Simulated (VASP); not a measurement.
# TiO2 (Anatase) (I4_1/amd) in VASP: a series of runs

Runs on TiO2 (Anatase). Level: PBE. Tasks: single point.

Program: VASP 6.6.1. These are calculated values, not measurements. Logs are shortened: lines on timing, memory, paths and dates and some standing lists are left out, and cuts for length are marked.

### 1 Starting point

The structure is tetragonal, space group I4_1/amd (No. 141). The conventional cell has a = 3.784 Å, b = 3.784 Å, c = 9.515 Å, α = 90.00°, β = 90.00°, γ = 90.00°. Ti (site symmetry -4m2) is surrounded by 6 O at 1.93 to 1.98 Å. O (site symmetry 2mm) has 3 Ti at 1.93 to 1.98 Å as nearest neighbours.

### 2 Single point, PBE

File INCAR:

```
SYSTEM = TiO2
ADDGRID = .FALSE.
ALGO = Normal
EDIFF = 1E-7
ENCUT = 340
GGA = PE
ISIF = 2
ISMEAR = 0
LASPH = .TRUE.
LCHARG = .FALSE.
LREAL = .FALSE.
LWAVE = .FALSE.
NELM = 100
PREC = Accurate
SIGMA = 0.05
```

File KPOINTS:

```
k-points
0
G
  2 2 2
  0 0 0
```

File POSCAR:

```
TiO2
1.0
   -1.8921000000      1.8921000000      4.7573000000
    1.8921000000     -1.8921000000      4.7573000000
    1.8921000000      1.8921000000     -4.7573000000
Ti O
2 4
Direct
    0.7634100000      0.2505420000      0.5022120000
    0.0240310000     -0.0225460000     -0.0109780000
    0.8032660000      0.7916050000      0.0039110000
    0.5255800000      0.0234350000      0.4817660000
    0.9615640000      0.4693800000      0.5068500000
    0.1853180000      0.2146180000     -0.0384270000
```

Potentials or basis: VASP PAW PBE potentials, release 64 (Ti, O).

The run is started by

```bash
$ cat potpaw_PBE.64/Ti/POTCAR potpaw_PBE.64/O/POTCAR > POTCAR
$ mpirun -np 1 vasp_std > vasp.out
```

OUTCAR:

```text
SYSTEM = TiO2
   EDIFF = 1E-7
   ENCUT = 340
   GGA = PE
   ISIF = 2
   ISMEAR = 0
   LASPH = .TRUE.
   LREAL = .FALSE.
   NELM = 100
   PREC = Accurate

 Found      8 irreducible k-points:

 Following reciprocal coordinates:
            Coordinates               Weight
  0.000000  0.000000  0.000000      1.000000
  0.500000  0.000000  0.000000      1.000000
  0.000000  0.500000  0.000000      1.000000
  0.000000  0.500000  0.500000      1.000000
  0.500000  0.000000  0.500000      1.000000
  0.500000  0.500000  0.000000      1.000000
   k-points           NKPTS =      8   k-points in BZ     NKDIM =      8   number of bands    NBANDS=     20
   number of dos      NEDOS =    301   number of ions     NIONS =      6
   total plane-waves  NPLWV =  46656
   dimension x,y,z NGX =    36 NGY =   36 NGZ =   36
   dimension x,y,z NGXF=    72 NGYF=   72 NGZF=   72
   ions per type =               2   4
   NGX,Y,Z   is equivalent  to a cutoff of  10.96, 10.96, 10.96 a.u.
   NGXF,Y,Z  is equivalent  to a cutoff of  21.93, 21.93, 21.93 a.u.
 SYSTEM =  TiO2
   PREC   = accura    normal or accurate (medium, high low for compatibility)
   ISTART =      0    job   : 0-new  1-cont  2-samecut
   ICHARG =      2    charge: 1-file 2-atom 10-const
   ISPIN  =      1    spin polarized calculation?
   LNONCOLLINEAR =      F non collinear calculations
   LSORBIT =      F    spin-orbit coupling
   LASPH  =      T    aspherical Exc in radial PAW
   ENCUT  =  340.0 eV  24.99 Ry    5.00 a.u.   8.21  8.21  8.21*2*pi/ulx,y,z
   NELM   =    100;   NELMIN=  2; NELMDL= -5     # of ELM steps
   EDIFF  = 0.1E-06   stopping-criterion for ELM
   LREAL  =      F    real-space projection
   EDIFFG = 0.1E-05   stopping-criterion for IOM
   NSW    =      0    number of steps for IOM
   IBRION =     -1    ionic relax: 0-MD 1-quasi-New 2-CG
   NFREE  =      0    steps in history (QN), initial steepest desc. (CG)
   ISIF   =      2    stress and relaxation
   ISYM   =      2    0-nonsym 1-usesym 2-fastsym
   POTIM  = 0.5000    time-step for ionic-motion
   TEBEG  =    0.0;   TEEND  =   0.0 temperature during run
   PSTRESS=    0.0 pullay stress
   NELECT =      32.0000    total number of electrons
   NUPDOWN=      -1.0000    fix difference up-down
   EMIN   =  10.00;   EMAX   =-10.00  energy-range for DOS
[... 5 lines left out ...]
     AMIX     =   0.40;   BMIX     =  1.00
     AMIX_MAG =   1.60;   BMIX_MAG =  1.00
  volume/ion in A,a.u.               =      11.35        76.62
  Fermi-wavevector in a.u.,A,eV,Ry     =   1.272590  2.404847 22.034444  1.619486
  Thomas-Fermi vector in A             =   2.405460
   LORBIT       =      0    0 simple, 1 ext, 2 COOP (PROOUT), +10 PAW based schemes
   GGA     = PE    functional components
   LHFCALC =     F    Hartree Fock is set to
   AEXX    =    0.0000 exact exchange contribution
   IVDW    =     0    specifies the selected vdW correction
   LEPSILON=     F    determine dielectric tensor
   LRPA    =     F    only Hartree local field effects (RPA)
 non-spin polarized calculation
 Gauss-broadening in eV      SIGMA  =   0.05
  energy-cutoff  :      340.00
  volume of cell :       68.13
 maximum number of plane-waves:       978
 NGX is ok and might be reduce to    36
   NGX = 17   NGY = 17   NGZ = 17

 number of electron      32.0000003 magnetization

 Free energy of the ion-electron system (eV)
  ---------------------------------------------------
  ext. energy  EPLUGINS =         0.00000000
  ---------------------------------------------------
  free energy    TOTEN  =       -52.78485526 eV

  energy without entropy =      -52.78485526  energy(sigma->0) =      -52.78485526

 E-fermi :   1.0355     XC(G=0): -10.5323

 val. band max:        0.7990594853   @ k =   0.5000   0.5000   0.0000
 cond. band min:       2.9658791256   @ k =   0.0000   0.0000   0.0000
 fundamental gap:      2.1668196403
 Fermi energy:         1.0354657005

 k-point     1 :       0.0000    0.0000    0.0000
  band No.  band energies     occupation
      1     -17.0132      2.00000
      2     -16.1364      2.00000
      3     -15.9000      2.00000
      4     -15.6145      2.00000
      5      -3.2386      2.00000
      6      -3.1111      2.00000
      7      -2.8930      2.00000
      8      -2.6998      2.00000
      9      -1.4771      2.00000
     10      -1.3497      2.00000
     11      -1.2694      2.00000
     12      -0.2793      2.00000
     13      -0.1205      2.00000
     14      -0.0820      2.00000
     15      -0.0394      2.00000
     16       0.2058      2.00000
     17       2.9659      0.00000
     18       3.4250      0.00000
     19       4.1941      0.00000
     20       4.3893      0.00000

 k-point     2 :       0.5000    0.0000    0.0000
  band No.  band energies     occupation
      1     -16.5439      2.00000
      2     -15.8333      2.00000
      3     -15.7233      2.00000
      4     -15.4366      2.00000
      5      -3.8598      2.00000
      6      -3.7769      2.00000
      7      -3.0831      2.00000
      8      -3.0229      2.00000
      9      -2.8157      2.00000
     10      -1.8707      2.00000
     11      -1.7412      2.00000
     12      -1.3812      2.00000
     13      -1.1544      2.00000
     14      -0.2376      2.00000
     15      -0.1784      2.00000
     16       0.0751      2.00000
     17       3.8673      0.00000
     18       4.0867      0.00000
     19       4.2271      0.00000
     20       4.6478      0.00000

 k-point     3 :       0.0000    0.5000    0.0000
  band No.  band energies     occupation
      1     -16.4906      2.00000
      2     -15.8795      2.00000
      3     -15.7910      2.00000
      4     -15.5497      2.00000
      5      -3.8170      2.00000
      6      -3.6392      2.00000
      7      -2.8569      2.00000
      8      -2.7139      2.00000
      9      -2.5703      2.00000
     10      -1.6904      2.00000
     11      -1.5289      2.00000
     12      -1.3756      2.00000
     13      -1.0551      2.00000
     14      -0.3476      2.00000
     15      -0.2851      2.00000
     16      -0.0426      2.00000
     17       3.8068      0.00000
     18       3.8400      0.00000
     19       3.9610      0.00000
     20       4.2758      0.00000

 k-point     4 :       0.0000    0.5000    0.5000
  band No.  band energies     occupation
      1     -16.5138      2.00000
      2     -15.8304      2.00000
      3     -15.7846      2.00000
      4     -15.4101      2.00000
      5      -3.9498      2.00000
      6      -3.6769      2.00000
      7      -3.1721      2.00000
      8      -3.0295      2.00000
      9      -2.9619      2.00000
     10      -1.6650      2.00000
     11      -1.5504      2.00000
     12      -1.4067      2.00000
     13      -1.1309      2.00000
     14      -0.2568      2.00000
     15      -0.1731      2.00000
     16      -0.0595      2.00000
     17       3.8580      0.00000
     18       4.1421      0.00000
     19       4.3049      0.00000
     20       4.5204      0.00000

 k-point     5 :       0.5000    0.0000    0.5000
  band No.  band energies     occupation
      1     -16.5043      2.00000
      2     -15.8794      2.00000
      3     -15.7622      2.00000
      4     -15.5648      2.00000
      5      -3.7198      2.00000
      6      -3.5592      2.00000
      7      -2.9492      2.00000
      8      -2.8144      2.00000
      9      -2.5310      2.00000
     10      -1.7141      2.00000
     11      -1.6381      2.00000
     12      -1.4741      2.00000
     13      -0.9379      2.00000
     14      -0.3247      2.00000
     15      -0.2799      2.00000
     16       0.0218      2.00000
     17       3.6358      0.00000
     18       3.9328      0.00000
     19       4.1118      0.00000
     20       4.1358      0.00000

 k-point     6 :       0.5000    0.5000    0.0000
  band No.  band energies     occupation
      1     -15.8313      2.00000
      2     -15.7881      2.00000
      3     -15.5056      2.00000
      4     -15.3686      2.00000
      5      -3.8990      2.00000
      6      -3.7882      2.00000
      7      -3.6521      2.00000
      8      -3.5545      2.00000
      9      -3.3326      2.00000
     10      -3.1932      2.00000
     11      -2.0795      2.00000
     12      -2.0536      2.00000
     13      -1.5780      2.00000
     14      -1.4790      2.00000
     15       0.7407      2.00000
     16       0.7991      2.00000
     17       3.9562      0.00000
     18       4.0196      0.00000
     19       4.3654      0.00000
     20       4.7262      0.00000

 [... further k-points ...]
[... 5 lines left out ...]
  --------------------------------------------------------------------------------------
  -------------------------------------------------------------------------------------
  Total       -5.6230950     -2.7139011     -5.2481242      0.2038706      0.3529448      0.4099075
  in kB     -132.2444036    -63.8257464   -123.4258098      4.7946446      8.3005840      9.6402382
  external PRESSURE =    -106.4986533 kB  Pullay stress =       0.0000000 kB

 VOLUME and BASIS-vectors are now :
 -----------------------------------------------------------------------------
  energy-cutoff  :      340.00
  volume of cell :       68.13
      direct lattice vectors                 reciprocal lattice vectors
    -1.892100000  1.892100000  4.757300000     0.000000000  0.264256646  0.105101633
     1.892100000 -1.892100000  4.757300000     0.264256646  0.000000000  0.105101633
     1.892100000  1.892100000 -4.757300000     0.264256646  0.264256646  0.000000000

 POSITION                                       TOTAL-FORCE (eV/Angst)
 -----------------------------------------------------------------------------------
     -0.02016      1.92063      2.43450         0.082353     -1.589877     -0.193571
      3.67530      0.06736      0.05929         0.984826     -0.779754     -0.780497
     -0.01466      0.02946      7.56867         0.169507     -0.518674      0.365030
     -0.03856      1.86166      0.31992         0.468338      0.485244      1.909908
      0.02775      1.89027      4.39619        -1.685920     -0.290680      0.082639
      1.87483      1.76395     -2.67188        -0.019105      2.693741     -1.383510
 -----------------------------------------------------------------------------------
    total drift:                               -0.000130     -0.000189     -0.000459

  FREE ENERGIE OF THE ION-ELECTRON SYSTEM (eV)
  ---------------------------------------------------
  free  energy   TOTEN  =       -52.7848552574 eV

  energy  without entropy=      -52.7848552574  energy(sigma->0) =      -52.78485526
```

Wall time 12 s (1 thread of Intel Xeon Platinum 8488C (Sapphire Rapids), shared host); peak memory 0.19 GiB.

The run converged, but a check on its numbers failed (symmetry, net force, bounds or a known fault of this set-up), so they aren't taken as properties of the crystal.

Caveat: the k mesh is coarse (spacing up to 1.17 Å⁻¹), so the values aren't converged; the cutoff lies under the usual one of these potentials, so the numbers hold a large basis-set error.

### 3 Single point, PBE

Edit INCAR of step 2 so:

```diff
@@ -4,3 +4,3 @@
 EDIFF = 1E-7
-ENCUT = 340
+ENCUT = 400
 GGA = PE
```

KPOINTS is that of step 2.

File POSCAR:

```
TiO2
1.0
   -1.8921000000      1.8921000000      4.7573000000
    1.8921000000     -1.8921000000      4.7573000000
    1.8921000000      1.8921000000     -4.7573000000
Ti O
2 4
Direct
    0.7500000000      0.2500000000      0.5000000000
    0.0000000000      0.0000000000      0.0000000000
    0.7919000000      0.7919000000      0.0000000000
    0.5419000000      0.0419000000      0.5000000000
    0.9581000000      0.4581000000      0.5000000000
    0.2081000000      0.2081000000      0.0000000000
```

Potentials or basis: VASP PAW PBE potentials, release 64 (Ti, O).

The run is started by

```bash
$ cat potpaw_PBE.64/Ti/POTCAR potpaw_PBE.64/O/POTCAR > POTCAR
$ mpirun -np 1 vasp_std > vasp.out
```

It took 9.3 s on 1 thread of Intel Xeon Platinum 8488C (Sapphire Rapids), shared host; peak memory 0.19 GiB.

The run converged, but some of its settings lie outside the range that counts as converged, so its numbers aren't taken as properties of the crystal.

Results:

- Free energy: -53.0740 eV
- Largest force: 0.014 eV/Å
- Band gap on the k mesh: 1.96 eV, indirect (least direct gap 2.37 eV)

Caveat: the k mesh is coarse (spacing up to 1.17 Å⁻¹), so the values aren't converged; the cutoff is under 1.25 times the usual one of these potentials, so pressure, stress and relaxed cells hold a basis-set (Pulay) error.

### 4 Single point, PBE

INCAR is that of step 3.

KPOINTS is that of step 3.

File POSCAR:

```
TiO2
1.0
   -1.8921000000      1.8921000000      4.7573000000
    1.8921000000     -1.8921000000      4.7573000000
    1.8921000000      1.8921000000     -4.7573000000
Ti O
2 4
Direct
    0.7634100000      0.2505420000      0.5022120000
    0.0240310000     -0.0225460000     -0.0109780000
    0.8032660000      0.7916050000      0.0039110000
    0.5255800000      0.0234350000      0.4817660000
    0.9615640000      0.4693800000      0.5068500000
    0.1853180000      0.2146180000     -0.0384270000
```

The run is started by

```bash
$ cat potpaw_PBE.64/Ti/POTCAR potpaw_PBE.64/O/POTCAR > POTCAR
$ mpirun -np 1 vasp_std > vasp.out
```

It took 14 s on 1 thread of Intel Xeon Platinum 8488C (Sapphire Rapids), shared host; peak memory 0.19 GiB.

The run converged, but some of its settings lie outside the range that counts as converged, so its numbers aren't taken as properties of the crystal.

What came out:

```
Free energy            : -52.6214 eV
Largest force          : 3.062 eV/Å
Band gap on the k mesh : 2.18 eV, indirect (least direct gap 2.62 eV)
```

Caveat: the k mesh is coarse (spacing up to 1.17 Å⁻¹), so the values aren't converged; the cutoff is under 1.25 times the usual one of these potentials, so pressure, stress and relaxed cells hold a basis-set (Pulay) error.
